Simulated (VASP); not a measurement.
# HfN (F-43m) in VASP: further runs

One crystal, HfN, is run at these levels: PBEsol; tasks: single point.

Program: VASP 6.6.1. These are calculated values, not measurements. Logs are shortened: lines on timing, memory, paths and dates and some standing lists are left out, and cuts for length are marked.

**1. The crystal as given**

Symmetry: F-43m, No. 216, cubic system. Conventional cell: a = 4.910 Å, b = 4.910 Å, c = 4.910 Å, α = 90.00°, β = 90.00°, γ = 90.00°. Around Hf (site symmetry -43m) lie 4 N at 2.13 Å. Around N (site symmetry -43m) lie 4 Hf at 2.13 Å.

The cell comes from a database or a generator and needn't be the stable form of this composition.

**2. Single point, PBEsol**

File INCAR:

```
SYSTEM = HfN
PREC = Normal ; ENCUT = 520
EDIFF = 1E-7 ; ISMEAR = 0
SIGMA = 0.05 ; LREAL = .False.
LASPH = .True. ; NELM = 100
ALGO = Normal ; ISIF = 2
LWAVE = .False. ; LCHARG = .False.
GGA = PS ; ADDGRID = .False.
```

File KPOINTS:

```
Automatic mesh
0
Gamma
  10 10 10
  0 0 0
```

File POSCAR:

```
HfN
1.0
    0.0000000000      2.4548220000      2.4548220000
    2.4548220000      0.0000000000      2.4548220000
    2.4548220000      2.4548220000      0.0000000000
Hf N
1 1
Direct
    0.0013890000     -0.0035870000      0.0084710000
    0.2560200000      0.2829830000      0.2320270000
```

Potentials or basis: VASP PAW PBE potentials, release 64 (Hf_pv, N).

Run with:

```sh
> cat potpaw_PBE.64/Hf_pv/POTCAR potpaw_PBE.64/N/POTCAR > POTCAR
> mpirun -np 1 vasp_std > vasp.out
```

OUTCAR:

```text
SYSTEM = HfN
   PREC = Normal
   ENCUT = 520
   EDIFF = 1E-7
   ISMEAR = 0
   LREAL = .False.
   LASPH = .True.
   NELM = 100
   ISIF = 2
   GGA = PS

 Found    504 irreducible k-points:

 Following reciprocal coordinates:
            Coordinates               Weight
  0.000000  0.000000  0.000000      1.000000
  0.100000  0.000000  0.000000      2.000000
  0.000000  0.100000  0.000000      2.000000
  0.000000  0.000000  0.100000      2.000000
  0.100000  0.100000  0.100000      2.000000
  0.200000  0.000000  0.000000      2.000000
   k-points           NKPTS =    504   k-points in BZ     NKDIM =    504   number of bands    NBANDS=     11
   number of dos      NEDOS =    301   number of ions     NIONS =      2
   total plane-waves  NPLWV =   8000
   dimension x,y,z NGX =    20 NGY =   20 NGZ =   20
   dimension x,y,z NGXF=    40 NGYF=   40 NGZF=   40
   ions per type =               1   1
   NGX,Y,Z   is equivalent  to a cutoff of   9.58,  9.58,  9.58 a.u.
   NGXF,Y,Z  is equivalent  to a cutoff of  19.15, 19.15, 19.15 a.u.
 SYSTEM =  HfN
   PREC   = normal    normal or accurate (medium, high low for compatibility)
   ISTART =      0    job   : 0-new  1-cont  2-samecut
   ICHARG =      2    charge: 1-file 2-atom 10-const
   ISPIN  =      1    spin polarized calculation?
   LNONCOLLINEAR =      F non collinear calculations
   LSORBIT =      F    spin-orbit coupling
   LASPH  =      T    aspherical Exc in radial PAW
   ENCUT  =  520.0 eV  38.22 Ry    6.18 a.u.   6.45  6.45  6.45*2*pi/ulx,y,z
   NELM   =    100;   NELMIN=  2; NELMDL= -5     # of ELM steps
   EDIFF  = 0.1E-06   stopping-criterion for ELM
   LREAL  =      F    real-space projection
   EDIFFG = 0.1E-05   stopping-criterion for IOM
   NSW    =      0    number of steps for IOM
   IBRION =     -1    ionic relax: 0-MD 1-quasi-New 2-CG
   NFREE  =      0    steps in history (QN), initial steepest desc. (CG)
   ISIF   =      2    stress and relaxation
   ISYM   =      2    0-nonsym 1-usesym 2-fastsym
   POTIM  = 0.5000    time-step for ionic-motion
   TEBEG  =    0.0;   TEEND  =   0.0 temperature during run
   PSTRESS=    0.0 pullay stress
   NELECT =      15.0000    total number of electrons
   NUPDOWN=      -1.0000    fix difference up-down
   EMIN   =  10.00;   EMAX   =-10.00  energy-range for DOS
   EFERMI =   0.00;   METHOD = LEGACY
   ISMEAR =     0;   SIGMA  =   0.05  broadening in eV -4-tet -1-fermi 0-gaus
   EFERMI_NEDOS =   21; number of points for ismear=-14 and -15
   IALGO  =     38    algorithm
   IMIX   =      4    mixing-type and parameters
     AMIX     =   0.40;   BMIX     =  1.00
     AMIX_MAG =   1.60;   BMIX_MAG =  1.00
  volume/ion in A,a.u.               =      14.79        99.83
  Fermi-wavevector in a.u.,A,eV,Ry     =   1.305395  2.466839 23.185087  1.704056
  Thomas-Fermi vector in A             =   2.436267
   LORBIT       =      0    0 simple, 1 ext, 2 COOP (PROOUT), +10 PAW based schemes
   GGA     = PS    functional components
   LHFCALC =     F    Hartree Fock is set to
   AEXX    =    0.0000 exact exchange contribution
   IVDW    =     0    specifies the selected vdW correction
   LEPSILON=     F    determine dielectric tensor
   LRPA    =     F    only Hartree local field effects (RPA)
 non-spin polarized calculation
 Gauss-broadening in eV      SIGMA  =   0.05
  energy-cutoff  :      520.00
  volume of cell :       29.59
 maximum number of plane-waves:       821
   NGX = 13   NGY = 13   NGZ = 13

 number of electron      15.0000002 magnetization

 Free energy of the ion-electron system (eV)
  ---------------------------------------------------
  ext. energy  EPLUGINS =         0.00000000
  ---------------------------------------------------
  free energy    TOTEN  =       -22.16891493 eV

  energy without entropy =      -22.16798544  energy(sigma->0) =      -22.16845018

 E-fermi :   5.5323     XC(G=0): -11.3943

 val. band max:        5.5316966187   @ k =  -0.1000  -0.3000   0.5000
 cond. band min:       5.5344607991   @ k =   0.0000   0.1000   0.1000
 fundamental gap:      0.0027641804
 Fermi energy:         5.5322965867

 k-point     1 :       0.0000    0.0000    0.0000
  band No.  band energies     occupation
      1     -25.4722      2.00000
      2     -25.4489      2.00000
      3     -25.4433      2.00000
      4     -10.5006      2.00000
      5       0.0001      2.00000
      6       0.1507      2.00000
      7       0.3201      2.00000
      8       4.8446      2.00000
      9       7.7789      0.00000
     10       7.7914      0.00000
     11      11.5580      0.00000

 k-point     2 :       0.1000    0.0000    0.0000
  band No.  band energies     occupation
      1     -25.5068      2.00000
      2     -25.4691      2.00000
      3     -25.4489      2.00000
      4     -10.3785      2.00000
      5      -0.1134      2.00000
      6       0.1494      2.00000
      7       0.3673      2.00000
      8       5.3552      2.00000
      9       7.6232      0.00000
     10       7.6336      0.00000
     11      11.8238      0.00000

 k-point     3 :       0.0000    0.1000    0.0000
  band No.  band energies     occupation
      1     -25.5231      2.00000
      2     -25.4559      2.00000
      3     -25.4495      2.00000
      4     -10.3645      2.00000
      5      -0.1994      2.00000
      6       0.2494      2.00000
      7       0.3975      2.00000
      8       5.3368      2.00000
      9       7.5818      0.00000
     10       7.5883      0.00000
     11      11.8540      0.00000

 k-point     4 :       0.0000    0.0000    0.1000
  band No.  band energies     occupation
      1     -25.4945      2.00000
      2     -25.4740      2.00000
      3     -25.4529      2.00000
      4     -10.3924      2.00000
      5       0.0038      2.00000
      6       0.1215      2.00000
      7       0.2341      2.00000
      8       5.3948      1.99990
      9       7.6577      0.00000
     10       7.6658      0.00000
     11      11.3830      0.00000

 k-point     5 :       0.1000    0.1000    0.1000
  band No.  band energies     occupation
      1     -25.4975      2.00000
      2     -25.4730      2.00000
      3     -25.4522      2.00000
      4     -10.3873      2.00000
      5      -0.0446      2.00000
      6       0.1151      2.00000
      7       0.3063      2.00000
      8       5.3766      1.99999
      9       7.6428      0.00000
     10       7.6583      0.00000
     11      11.5148      0.00000

 k-point     6 :       0.2000    0.0000    0.0000
  band No.  band energies     occupation
      1     -25.6279      2.00000
      2     -25.4886      2.00000
      3     -25.4637      2.00000
      4     -10.0691      2.00000
      5      -0.4260      2.00000
      6       0.3821      2.00000
      7       0.4803      2.00000
      8       6.3986      0.00000
      9       7.4065      0.00000
     10       7.4727      0.00000
     11      11.4807      0.00000

 [... further k-points ...]
[... 5 lines left out ...]
  --------------------------------------------------------------------------------------
  -------------------------------------------------------------------------------------
  Total       -0.8193405     -0.7859056     -0.8121431     -1.0389281     -0.3849082      0.5943920
  in kB      -44.3695446    -42.5589539    -43.9797850    -56.2608202    -20.8438392     32.1879658
  external PRESSURE =     -43.6360945 kB  Pullay stress =       0.0000000 kB

 VOLUME and BASIS-vectors are now :
 -----------------------------------------------------------------------------
  energy-cutoff  :      520.00
  volume of cell :       29.59
      direct lattice vectors                 reciprocal lattice vectors
     0.000000000  2.454822000  2.454822000    -0.203680756  0.203680756  0.203680756
     2.454822000  0.000000000  2.454822000     0.203680756 -0.203680756  0.203680756
     2.454822000  2.454822000  0.000000000     0.203680756  0.203680756 -0.203680756

 POSITION                                       TOTAL-FORCE (eV/Angst)
 -----------------------------------------------------------------------------------
      2.46681      0.02420      2.44943         0.435649     -0.689631      1.238250
      1.26426      1.19807      1.32316        -0.435649      0.689631     -1.238250
 -----------------------------------------------------------------------------------
    total drift:                               -0.000126     -0.000107      0.000122

  FREE ENERGIE OF THE ION-ELECTRON SYSTEM (eV)
  ---------------------------------------------------
  free  energy   TOTEN  =       -22.1689149258 eV

  energy  without entropy=      -22.1679854410  energy(sigma->0) =      -22.16845018
```

It took 36 s on 1 thread of Intel Xeon 6975P-C (Granite Rapids), shared host; peak memory 0.28 GiB.

The run converged, but some of its settings lie outside the range that counts as converged, so its numbers aren't taken as properties of the crystal.

Results:

- Free energy: -22.1689 eV
- Pressure: -4.4 GPa
- Largest force: 1.483 eV/Å
- Band gap on the k mesh: none (metal or under the smearing width)

Caveat: the PAW data sets were made with another functional, which shifts forces and pressure a little.

**3. Single point, PBEsol**

File INCAR:

```
SYSTEM = HfN
PREC = Accurate ; ENCUT = 520
EDIFF = 1E-7 ; ISMEAR = 0
SIGMA = 0.05 ; LREAL = Auto
LASPH = .True. ; NELM = 100
ALGO = Normal ; ISIF = 2
LWAVE = .False. ; LCHARG = .False.
GGA = PS ; ADDGRID = .False.
```

KPOINTS is that of step 2.

File POSCAR:

```
HfN
1.0
    0.0000000000      2.4548220000      2.4548220000
    2.4548220000      0.0000000000      2.4548220000
    2.4548220000      2.4548220000      0.0000000000
Hf N
1 1
Direct
    0.0000000000      0.0000000000      0.0000000000
    0.2500000000      0.2500000000      0.2500000000
```

Potentials or basis: VASP PAW PBE potentials, release 64 (Hf_pv, N).

Run with:

```sh
> cat potpaw_PBE.64/Hf_pv/POTCAR potpaw_PBE.64/N/POTCAR > POTCAR
> mpirun -np 1 vasp_std > vasp.out
```

Run time: 19 s. Hardware: 1 thread of Intel Xeon 6975P-C (Granite Rapids), shared host; peak memory 0.15 GiB.

The run converged, but some of its settings lie outside the range that counts as converged, so its numbers aren't taken as properties of the crystal.

What came out:

```yaml
Free_energy: -22.2549 eV
Pressure: -5.9 GPa
Band_gap_on_the_k_mesh: none (metal or under the smearing width)
```

Caveat: the PAW data sets were made with another functional, which shifts forces and pressure a little.

**4. Single point, PBEsol**

INCAR is that of step 3.

KPOINTS is that of step 3.

File POSCAR:

```
HfN
1.0
    0.0000000000      2.4548220000      2.4548220000
    2.4548220000      0.0000000000      2.4548220000
    2.4548220000      2.4548220000      0.0000000000
Hf N
1 1
Direct
    0.0013890000     -0.0035870000      0.0084710000
    0.2560200000      0.2829830000      0.2320270000
```

Run with:

```sh
> cat potpaw_PBE.64/Hf_pv/POTCAR potpaw_PBE.64/N/POTCAR > POTCAR
> mpirun -np 1 vasp_std > vasp.out
```

Wall time 2.5 min (1 thread of Intel Xeon 6975P-C (Granite Rapids), shared host); peak memory 0.24 GiB.

The run converged, but some of its settings lie outside the range that counts as converged, so its numbers aren't taken as properties of the crystal.

Results:

* Free energy: -22.1692 eV
* Pressure: -4.4 GPa
* Largest force: 1.482 eV/Å
* Band gap on the k mesh: none (metal or under the smearing width)

Caveat: the PAW data sets were made with another functional, which shifts forces and pressure a little.

**5. Single point, PBEsol**

File INCAR:

```
SYSTEM = HfN
PREC = Accurate ; ENCUT = 520
EDIFF = 1E-5 ; ISMEAR = 0
SIGMA = 0.05 ; LREAL = .False.
LASPH = .True. ; NELM = 100
ALGO = Normal ; ISIF = 2
LWAVE = .False. ; LCHARG = .False.
GGA = PS ; ADDGRID = .False.
```

KPOINTS is that of step 4.

File POSCAR:

```
HfN
1.0
    0.0000000000      2.4548220000      2.4548220000
    2.4548220000      0.0000000000      2.4548220000
    2.4548220000      2.4548220000      0.0000000000
Hf N
1 1
Direct
    0.0000000000      0.0000000000      0.0000000000
    0.2500000000      0.2500000000      0.2500000000
```

Run with:

```sh
> cat potpaw_PBE.64/Hf_pv/POTCAR potpaw_PBE.64/N/POTCAR > POTCAR
> mpirun -np 1 vasp_std > vasp.out
```

Run time: 7.1 s. Hardware: 1 thread of Intel Xeon 6975P-C (Granite Rapids), shared host; peak memory 0.16 GiB.

These settings aren't checked as converged: the numbers below hold their error.

Results:

```
Free energy            : -22.2546 eV
Pressure               : -5.9 GPa
Band gap on the k mesh : none (metal or under the smearing width)
```

Caveat: the PAW data sets were made with another functional, which shifts forces and pressure a little.
